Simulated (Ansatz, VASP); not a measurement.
# Cross-check of GaSb between VASP and Ansatz

One calculation is typed for both programs; each brings its own data sets and cutoff. How far apart do they land? The cell is taken from a series of VASP runs on this material, whose earlier steps may have relaxed, scaled or displaced it; both programs get it as it stands.

Method: plane waves, with VASP 6.6.1 beside it; zone-centre phonons at PBEsol with D3(BJ) and zone-centre phonons at r2SCAN, in Ansatz 0.2.0.

**1. Set-up**

The structure is cubic, space group F-43m (No. 216). The conventional cell has a = 6.043 Å, b = 6.043 Å, c = 6.043 Å, α = 90.00°, β = 90.00°, γ = 90.00°. Nearest to Sb lie 4 Ga at 2.62 Å. Nearest to Ga lie 4 Sb at 2.62 Å. Farther neighbours are not listed.

**2. Ansatz: zone-centre phonons, PBEsol with D3(BJ)**

Ansatz runs on its default PAW (the set named soft_2) files.

Second derivatives magnify differences that forces hide, and they need a tight electronic threshold.

Input file input.yaml:

```yaml
crystal:
  lattice:
    - [0.0, 3.0215026979, 3.0215026979]
    - [3.0215026979, 0.0, 3.0215026979]
    - [3.0215026979, 3.0215026979, 0.0]
  atoms:
    - { symbol: Sb, position: [0.75, 0.75, 0.75] }
    - { symbol: Ga, position: [0.0, 0.0, 0.0] }
hamiltonian:
  xc: pbesol
  pseudopotentials: { kind: paw }
  dispersion: d3bj
kpoints:
  mp_grid: { grid: [12, 12, 12] }
scf:
  occupations: { method: methfessel_paxton, width: 0.15 }
phonons:
  method: dfpt
  qpoints: [[0, 0, 0]]
```

Command:

```console
$ ansatz run input.yaml --threads 4 --pin off --max-ram 9216MiB --backend cpu --events-out ev --progress --plain --runs-dir out
```

Numbers of over 12 decimals in the logs are rounded to 6 here.

The program printed:

```text
zone centre: on kpoints.mp_grid the ground state, and the responses unless they are solved on pairs of k-points, stand on 163 of the mesh's 1728 k-points, reduced under 8 symmetry operations, with k and −k counted as one. Each operation leaves every solved displacement unchanged or reverses it
Engine: ansatz 0.2.0, aarch64-unknown-linux-gnu
Pseudopotentials: kind: paw
Pseudopotential: Sb, paw, valence charge 15, recommended cutoff 420 eV (normal), Sb.paw.azcp
Pseudopotential: Ga, paw, valence charge 13, recommended cutoff 420 eV (normal), Ga.paw.azcp
Functional definition: PBEsol
  exchange = pbesol_x
  correlation = pbesol_c
Crystal: 2 atoms, lattice volume = 55.169 Å³
Basis set: ecut = 420 eV, 1067 PW (Γ), exchange–correlation on 60×60×60 points (8 copies of the dense FFT grid, shifted against one another)
Bands: 18, of which v1, the nominal top of the filled ones, is band 14 counted from 1 (13 counted from 0)
Symmetry: 24 space group operations
k-points: 163 of 1728 (irreducible under 8 space group operations, time reversal used)
Non-local potential: Sb, projectors of the file, l = 0: 2, l = 1: 2, l = 2: 2, l = 3: 2
Non-local potential: Ga, projectors of the file, l = 0: 2, l = 1: 2, l = 2: 3, l = 3: 1
PAW form: soft (Blöchl's): semilocal exchange-correlation on the pseudo side does not see the compensation charge
PAW frozen core: Sb, regenerated for the run's functional, and the local potential with it (the file was generated under x = pbe(κ = 0.804, μ = 0.219515), c = pbe(β = 0.066725))
PAW frozen core: Ga, regenerated for the run's functional, and the local potential with it (the file was generated under x = pbe(κ = 0.804, μ = 0.219515), c = pbe(β = 0.066725))
PAW one-centre angular grid: Sb, 590 points (default); XC on 64 Gauss nodes
PAW one-centre angular grid: Ga, 590 points (default); XC on 64 Gauss nodes
Initial density: superposition of atomic densities (neutral atoms: chi_scale 0, normalization atom), corrected by the library's trained network
Initial wavefunctions: pseudopotential atomic-orbital guess
Functional: x = pbesol(κ = 0.804, μ = 0.123457), c = pbesol(β = 0.046)
SCF iter   1: F=—  HF=-10152.198447 eV  |F-HF|=—  |Δ(HF+E_count)|=         —  Δρ=2.60e-3  dr2=4.80e-3  ethr=1.77e-3  ⟨swp⟩=5.1  Hψ=14256  notcnv=0
preconditioner: auto → none  [insulator: Δε(μ)=0.247 eV  Ē_g=14.663 eV  σ=0.150 eV  W_gap=0.72  n_scr=14 (ndim 8)  ℏωp=21.2 eV  f_vac=0.083  D(μ)=0.02/eV (n_scr^D=0)  ε∞_Penn≈3.1]
SCF iter   2: F=—  HF=-10152.195467 eV  |F-HF|=—  |Δ(HF+E_count)|=   2.98e-3  S|Δr|=    0.00e0  Δρ=1.19e-3  dr2=5.83e-4  ethr=1.71e-5  ⟨swp⟩=2.0  Hψ=5609  notcnv=0
SCF iter   3: F=—  HF=-10152.195627 eV  |F-HF|=—  |Δ(HF+E_count)|=   1.59e-4  S|Δr|=    0.00e0  Δρ=3.15e-4  dr2=4.87e-5  ethr=2.08e-6  ⟨swp⟩=2.0  Hψ=5195  notcnv=0
SCF iter   4: F=—  HF=-10152.195621 eV  |F-HF|=—  |Δ(HF+E_count)|=   6.43e-6  S|Δr|=    0.00e0  Δρ=1.81e-4  dr2=1.17e-5  ethr=1.74e-7  ⟨swp⟩=2.0  Hψ=4402  notcnv=0
SCF iter   5: F=—  HF=-10152.195618 eV  |F-HF|=—  |Δ(HF+E_count)|=   2.18e-6  S|Δr|=    0.00e0  Δρ=7.14e-5  dr2=1.66e-6  ethr=4.17e-8  ⟨swp⟩=2.0  Hψ=4355  notcnv=0
SCF iter   6: F=—  HF=-10152.195619 eV  |F-HF|=—  |Δ(HF+E_count)|=   1.13e-6  S|Δr|=    0.00e0  Δρ=1.27e-5  dr2=5.96e-8  ethr=5.94e-9  ⟨swp⟩=2.0  Hψ=4401  notcnv=0
SCF iter   7: F=—  HF=-10152.195620 eV  |F-HF|=—  |Δ(HF+E_count)|=   4.43e-8  S|Δr|=    0.00e0  Δρ=2.16e-6  dr2=1.57e-9  ethr=2.13e-10  ⟨swp⟩=2.0  Hψ=4401  notcnv=0
SCF iter   8: F=-10152.195620 eV  HF=-10152.195620 eV  |F-HF|=5.46e-12  |Δ(HF+E_count)|=   1.14e-9  S|Δr|=    0.00e0  Δρ=1.36e-7  dr2=9.39e-12  ethr=1.00e-12  ⟨swp⟩=5.1  Hψ=16321  notcnv=0
SCF 1 converged in 8 iterations: F = -10152.195620 eV  dr2 = 9.39e-12
  greatest PAW one-centre occupation: 0.996 electrons in one spin orbital (limit 2), on the Sb atom at site 0 (counted from 0), in its partial waves of l = 2
DFPT response loops at Γ: preconditioner auto → Kerker (q_TF=auto, 2.437 Å⁻¹) (partly filled bands, converged f_vac=0.067); β = 1.00, the filter's whole step (`scf.mixing.beta` (0.50) is not read by the response loops under this deck's `scf.mixing.preconditioner`; to damp them name `kerker` or `kerker_dos`, under which they read `scf.mixing.beta`, and type it under 1.00, their step now; both keys bind the ground state too); Broyden in place of MSR1
SCF converged after 8 iterations
Stability not checked: this state was not tested for a lower state beside it, because cold or Methfessel-Paxton smearing, or corrected tetrahedra, fill the levels in a way that the test cannot read (fill_not_monotonic; see scf.lower_state_search)
Free energy (F): -10152.195620 eV
Harris-Foulkes:  -10152.195620 eV  (|F-HF|=5.46e-12)
Internal energy: -10152.195873 eV  (E = F + TS)
E sigma→0 (E₀):  -10152.195683 eV
Entropy (-TS):   0.000253 eV (0.127 meV/atom)
Fermi energy:    8.088871 eV
Step filling:    the computed levels leave a gap of 0.2435 eV = 1.6 smearing widths at the electron count; against every level under it full and every level over it empty, smearing changes F+E_penalty+E_count by +0.092 meV and its σ→0 estimate by +0.029 meV
--- Per-component energies (eV) ---
  E_band       = -253.188091
  E_kinetic    = 324.531996
  E_local      = -3866.929880  (includes V_loc(G=0)·N_el)
  E_nonlocal   = 790.285842
  E_hartree    = 1780.195986
  E_xc         = -206.319481
  E_vxc        = -155.170132  (∫ρ·V_xc dr)
  E_paw        = -6449.614131  (= ΣΔE_a)
  E_vpaw       = -906.297701  (= ΣTr[D̂ρ^β])
  E_aug_tail   = -0.000115  (compensation charges beyond the density's cutoff)
  E_ewald      = -2524.869049
  E_disp       = -0.671876  (pairwise vdW)
  E_core_change = 1.194835  (= ΣΔE_core)
  E_smearing   = 0.000253  (= −TS)
  E_closure    = -0.000000  (closes the sum)
  Σ components = -10152.195620   (vs F -10152.195620, Δ=0.00e0)
--- Band table (eV; the first three rows and the last of 163) ---
  k-point 0: bands = [... 10 lower, -3.7144, 8.0532, 8.0532, 8.0532, 8.2967, 10.8130, 10.8130, 10.8130]
  k-point 1: bands = [... 10 lower, -3.6393, 6.7815, 7.9211, 7.9211, 9.0792, 10.9924, 10.9924, 11.0930]
  k-point 2: bands = [... 10 lower, -3.4185, 5.3225, 7.6253, 7.6253, 9.1396, 11.3815, 11.3815, 12.0722]
  k-point 162: bands = [... 10 lower, -1.0632, 1.2191, 4.5097, 4.7358, 11.8531, 12.3208, 12.5141, 12.7560]
--- Phonons (Γ-DFPT): 2 representative perturbations + reference, on 163 of 1728 k-points (Σ response iterations 6) ---
  k mesh reduced under 8 symmetry operations, with k and −k counted as one. Each operation leaves every solved displacement unchanged or reverses it
  ASR residual: 2.789e-5 → 0.000e0 eV/Å²; symmetrization residual: 2.147e-5 eV/Å²
  pairwise dispersion correction: d3bj (s6 = 1.0, s8 = 2.9491, a1 = 0.4466, a2_bohr = 6.1742), with the weights of each atom's references fixed at the reference crystal's, and the forces and stress that the weights' published response gives there kept as a pressure on the atom's counted neighbours (hamiltonian.dispersion)
  ASR residual per site (eV/Å²): 2.79e-5 7.27e-6
  Γ frequencies (cm⁻¹): 0.00 0.00 0.00 228.23 228.23 228.23
  non-analytic LO–TO correction: not included (Born effective charges unavailable; polar crystals: no LO–TO splitting at Γ)
--- Phonons (arbitrary-q DFPT): 1 explicit q-point ---
  q = [0, 0, 0] (of the zone-centre solve; hermiticity 5.06e-6, symmetrization 3.56e-13): 0.00 0.00 0.00 228.23 228.23 228.23
  sum rule: each row above includes the acoustic sum rule's correction from the zone centre's row sums; it moved no ω² by more than (0.25 cm⁻¹)²
```

Wall time 13 s (4 threads of Arm Neoverse V2, shared host); peak memory 0.78 GiB; 46 s of CPU time.

**3. VASP: zone-centre phonons, PBEsol with D3(BJ)**

The same cell, functional, mesh and smearing now go to VASP, with its own data sets and cutoff.

Lines of VASP's logs that name or quote its potential files are left out, and so is its time.

Input file INCAR:

```
SYSTEM = GaSb
PREC = Accurate
ENCUT = 450
EDIFF = 1E-08
NELM = 100
ISMEAR = 1
SIGMA = 0.15
LREAL = .FALSE.
ALGO = Normal
GGA = PS
IVDW = 12
NBANDS = 15
LORBIT = 11
LWAVE = .FALSE.
LCHARG = .FALSE.
KPAR = 4
IBRION = 6
NFREE = 2
POTIM = 0.015
NSW = 1
ISIF = 2
```

Input file POSCAR:

```
GaSb
1.0
    0.0000000000      3.0215026979      3.0215026979
    3.0215026979      0.0000000000      3.0215026979
    3.0215026979      3.0215026979      0.0000000000
Sb Ga
1 1
Direct
    0.7500000000      0.7500000000      0.7500000000
    0.0000000000      0.0000000000      0.0000000000
```

Input file KPOINTS:

```
Automatic mesh
0
Gamma
12 12 12
0 0 0
```

PAW data sets: Sb and Ga_d (PBE family, release 64).

Command:

```console
$ mpirun -np 4 vasp_std
```

The program printed:

```text
[banner, memory and clock lines left out]
running    4 mpi-ranks, on    1 nodes
 distrk:  each k-point on    1 cores,    4 groups
 distr:  one band on    1 cores,    1 groups

 POSCAR found type information on POSCAR SbGa
 POSCAR found :  2 types and       2 ions
|                                                                             |
|               ----> ADVICE to this user running VASP <----                  |
|                                                                             |
|     You enforced a specific xc type in the INCAR file but a different       |
|     [... a line on the potential file left out ...]
|     I HOPE YOU KNOW WHAT YOU ARE DOING!                                     |
|                                                                             |

 LDA part: xc-table for (Slater+PW92), standard interpolation
 POSCAR, INCAR and KPOINTS ok, starting setup
 FFT: planning ... GRIDC
 FFT: planning ... GRID_SOFT
 FFT: planning ... GRID
 WAVECAR not read
 entering main loop
       N       E                     dE             d eps       ncg     rms          rms(c)
DAV:   1     0.766552057623E+02    0.76655E+02   -0.81167E+03  2208   0.136E+03
DAV:   2    -0.243960940468E+01   -0.79095E+02   -0.76383E+02  2538   0.287E+02
DAV:   3    -0.815239378491E+01   -0.57128E+01   -0.56959E+01  2594   0.656E+01
DAV:   4    -0.824836312443E+01   -0.95969E-01   -0.95953E-01  2634   0.958E+00
DAV:   5    -0.825057216726E+01   -0.22090E-02   -0.22090E-02  2822   0.126E+00    0.328E+00
DAV:   6    -0.817046307091E+01    0.80109E-01   -0.89045E-02  2813   0.535E+00    0.193E+00
DAV:   7    -0.814184550054E+01    0.28618E-01   -0.48972E-02  2706   0.209E+00    0.373E-01
DAV:   8    -0.814192119601E+01   -0.75695E-04   -0.50695E-03  2778   0.906E-01    0.112E-01
DAV:   9    -0.814219427706E+01   -0.27308E-03   -0.46359E-04  2419   0.172E-01    0.422E-02
DAV:  10    -0.814218383140E+01    0.10446E-04   -0.19753E-05  2868   0.396E-02    0.125E-02
DAV:  11    -0.814219233579E+01   -0.85044E-05   -0.11951E-05  2412   0.249E-02    0.427E-03
DAV:  12    -0.814219242219E+01   -0.86401E-07   -0.42697E-07  2860   0.608E-03    0.973E-04
DAV:  13    -0.814219240623E+01    0.15956E-07   -0.48954E-08  2512   0.146E-03    0.580E-04
DAV:  14    -0.814219244424E+01   -0.38006E-07   -0.35589E-09  2207   0.845E-04    0.148E-04
DAV:  15    -0.814219245648E+01   -0.12242E-07   -0.84830E-10  1500   0.348E-04    0.757E-05
DAV:  16    -0.814219245360E+01    0.28772E-08   -0.16670E-10  1304   0.154E-04
   1 F= -.88138694E+01 E0= -.88139535E+01  d E =0.252303E-03
[...]
2 F= -.88129031E+01 E0= -.88129848E+01  d E =0.244875E-03
[...]
3 F= -.88129030E+01 E0= -.88129846E+01  d E =0.244881E-03
[...]
4 F= -.88129109E+01 E0= -.88129926E+01  d E =0.244881E-03
 Finite differences progress:
  Degree of freedom:   2/  2
  Displacement:        1/  2
  Total:               3/  4
 bond charge predicted
       N       E                     dE             d eps       ncg     rms          rms(c)
DAV:   1    -0.813787822100E+01    0.33562E-02   -0.20393E+00  8589   0.949E+00    0.763E-02
DAV:   2    -0.814120609360E+01   -0.33279E-02   -0.33516E-02 11508   0.141E+00    0.433E-02
DAV:   3    -0.814123638631E+01   -0.30293E-04   -0.64021E-04 11102   0.190E-01    0.173E-02
DAV:   4    -0.814123436382E+01    0.20225E-05   -0.24998E-05 11009   0.385E-02    0.349E-03
DAV:   5    -0.814123450397E+01   -0.14015E-06   -0.14576E-06  9676   0.106E-02    0.933E-04
DAV:   6    -0.814123451517E+01   -0.11203E-07   -0.10168E-07 11401   0.250E-03    0.306E-04
DAV:   7    -0.814123451770E+01   -0.25329E-08   -0.74338E-09  6867   0.678E-04
   5 F= -.88129111E+01 E0= -.88129927E+01  d E =0.244877E-03
 Finite differences progress:
  Degree of freedom:   2/  2
  Displacement:        2/  2
  Total:               4/  4
```

Parts of OUTCAR (step 3):

```text
ion  position               nearest neighbor table
   1  0.750  0.750  0.750-   2 2.62   2 2.62   2 2.62   2 2.62
   2  0.000  0.000  0.000-   1 2.62   1 2.62   1 2.62   1 2.62

  LATTYP: Found a face centered cubic cell.
 ALAT       =     6.0430053958

 Subroutine GETGRP returns: Found 24 space group operations
 (whereof 24 operations were pure point group operations)

The static configuration has the point symmetry T_d .

 Found     72 irreducible k-points:

   k-points           NKPTS =     72   k-points in BZ     NKDIM =     72   number of bands    NBANDS=     15

   dimension x,y,z NGX =    30 NGY =   30 NGZ =   30
   dimension x,y,z NGXF=    60 NGYF=   60 NGZF=   60

   ENCUT  =  450.0 eV  33.07 Ry    5.75 a.u.   7.39  7.39  7.39*2*pi/ulx,y,z

   NELECT =      18.0000    total number of electrons

 k-points in reciprocal lattice and weights: Automatic mesh
   0.00000000  0.00000000  0.00000000       0.001
   0.08333333  0.00000000  0.00000000       0.005
   0.16666667  0.00000000  0.00000000       0.005
   0.25000000  0.00000000  0.00000000       0.005
   0.33333333  0.00000000  0.00000000       0.005
   0.41666667  0.00000000  0.00000000       0.005
   0.50000000  0.00000000  0.00000000       0.002
   0.08333333  0.08333333  0.00000000       0.003
   0.16666667  0.08333333  0.00000000       0.014
[...]
-0.33333333  0.50000000  0.16666667       0.007
  -0.25000000  0.50000000  0.25000000       0.003

 Edisp (eV)   -0.67168

 average (electrostatic) potential at core
       1 -87.1462       2 -65.2259

 E-fermi :   5.1649

 k-point     1 :       0.0000    0.0000    0.0000
  band No.  band energies     occupation
    ...
      5      -9.9033      2.00000
      6      -6.6532      2.00000
      7       5.0681      1.87863
      8       5.1155      1.52534
      9       5.1616      1.03783
     10       5.3720     -0.06493
     11       7.8266     -0.00000
     12       7.8605     -0.00000
     13       7.8961     -0.00000
     14      10.7763      0.00000
    ...

 k-point     2 :       0.0833    0.0000    0.0000
  band No.  band energies     occupation
    ...
      5      -9.9034      2.00000
      6      -6.5780      2.00000
      7       3.8236      2.00000
      8       4.9658      2.06810
      9       5.0251      2.03312
     10       6.1498     -0.00000
     11       8.0089     -0.00000
     12       8.0526     -0.00000
     13       8.1575     -0.00000
     14      11.2144      0.00000
    ...

 k-point     3 :       0.1667    0.0000    0.0000
  band No.  band energies     occupation
    ...
      5      -9.9036      2.00000
      6      -6.3563      2.00000
      7       2.3600      2.00000
      8       4.6659      2.00003
      9       4.7225      2.00025
     10       6.2178     -0.00000
     11       8.4007      0.00000
     12       8.4546      0.00000
     13       9.1259      0.00000
     14      12.0781      0.00000
    ...

 Edisp (eV)   -0.67168

  Total       0.00275     0.00449     0.00449     0.00000     0.12550     0.00000
  in kB       0.07995     0.13046     0.13046     0.00000     3.64470     0.00000
  external pressure =        0.11 kB  Pullay stress =        0.00 kB

  energy-cutoff  :      450.00
  volume of cell :       55.17
      direct lattice vectors                 reciprocal lattice vectors
     0.000000000  3.021502698  3.021502698    -0.165480574  0.165480574  0.165480574
     3.021502698  0.000000000  3.021502698     0.165480574 -0.165480574  0.165480574
     3.021502698  3.021502698  0.000000000     0.165480574  0.165480574 -0.165480574

 POSITION                                       TOTAL-FORCE (eV/Angst)
 -----------------------------------------------------------------------------------
      4.53225      4.53225      4.53225        -0.128648      0.000000      0.000000
     -0.01500      0.00000      0.00000         0.128648      0.000000      0.000000
 -----------------------------------------------------------------------------------
    total drift:                               -0.000874     -0.000002     -0.000001

  FREE ENERGIE OF THE ION-ELECTRON SYSTEM (eV)
  ---------------------------------------------------
  free  energy   TOTEN  =        -8.8129110681 eV

  energy  without entropy=       -8.8131559451  energy(sigma->0) =       -8.81299269

 Eigenvectors and eigenvalues of the dynamical matrix
 ----------------------------------------------------

   1 f  =    6.880812 THz    43.233418 2PiTHz  229.519191 cm-1    28.456740 meV
             X         Y         Z           dx          dy          dz
      4.532254  4.532254  4.532254    -0.588866    0.134601   -0.000000
      0.000000  0.000000  0.000000     0.776906   -0.177583    0.000000

   2 f  =    6.880812 THz    43.233418 2PiTHz  229.519191 cm-1    28.456740 meV
             X         Y         Z           dx          dy          dz
      4.532254  4.532254  4.532254     0.000000    0.000000   -0.604054
      0.000000  0.000000  0.000000     0.000000    0.000000    0.796944

   3 f  =    6.880812 THz    43.233418 2PiTHz  229.519191 cm-1    28.456740 meV
             X         Y         Z           dx          dy          dz
      4.532254  4.532254  4.532254    -0.134601   -0.588866    0.000000
      0.000000  0.000000  0.000000     0.177583    0.776906   -0.000000

   4 f/i=    0.005296 THz     0.033274 2PiTHz    0.176644 cm-1     0.021901 meV
             X         Y         Z           dx          dy          dz
      4.532254  4.532254  4.532254     0.745367    0.281754   -0.012740
      0.000000  0.000000  0.000000     0.564960    0.213559   -0.009656

   5 f/i=    0.005296 THz     0.033274 2PiTHz    0.176644 cm-1     0.021901 meV
             X         Y         Z           dx          dy          dz
      4.532254  4.532254  4.532254    -0.270420    0.703695   -0.258469
      0.000000  0.000000  0.000000    -0.204968    0.533375   -0.195910

   6 f/i=    0.005296 THz     0.033274 2PiTHz    0.176644 cm-1     0.021901 meV
             X         Y         Z           dx          dy          dz
      4.532254  4.532254  4.532254     0.080131   -0.246064   -0.753758
      0.000000  0.000000  0.000000     0.060736   -0.186507   -0.571321

 ELASTIC MODULI CONTR FROM IONIC RELAXATION (kBar)
 Direction    XX          YY          ZZ          XY          YZ          ZX
 --------------------------------------------------------------------------------
 XX          -0.0000     -0.0000     -0.0000     -0.0000     -0.0000     -0.0000
 YY          -0.0000     -0.0000     -0.0000     -0.0000     -0.0000     -0.0000
 ZZ          -0.0000     -0.0000     -0.0000     -0.0000     -0.0000     -0.0000
 XY          -0.0000     -0.0000     -0.0000   -236.8390      0.0000      0.0000
 YZ          -0.0000     -0.0000     -0.0000      0.0000   -236.8390      0.0000
 ZX          -0.0000     -0.0000     -0.0000      0.0000      0.0000   -236.8390
 --------------------------------------------------------------------------------

 total charge
# of ion       s       p       d       tot
------------------------------------------
    1        1.128   1.360   0.030   2.517
    2        0.909   0.801   9.967  11.677
--------------------------------------------------
tot          2.037   2.161   9.997  14.194

[... 3 further parts left out ...]
```

The last energy, forces, stress and levels in OUTCAR belong to the last displaced cell, not to the cell of POSCAR.

[end of part 1 of 2]

[Lines on the potential files, build, host, timing and source positions are cut from VASP's logs without a mark.]

[Logs are printed without paths, hosts, clocks, repeated set-up lines and the standing remarks that a program may print on its own settings, such as how far it seeks lower states.]

[Hosts, paths, dates, database ids (printed as entryN), source tags and the programs' standing remarks are cut or masked in the printed files.]
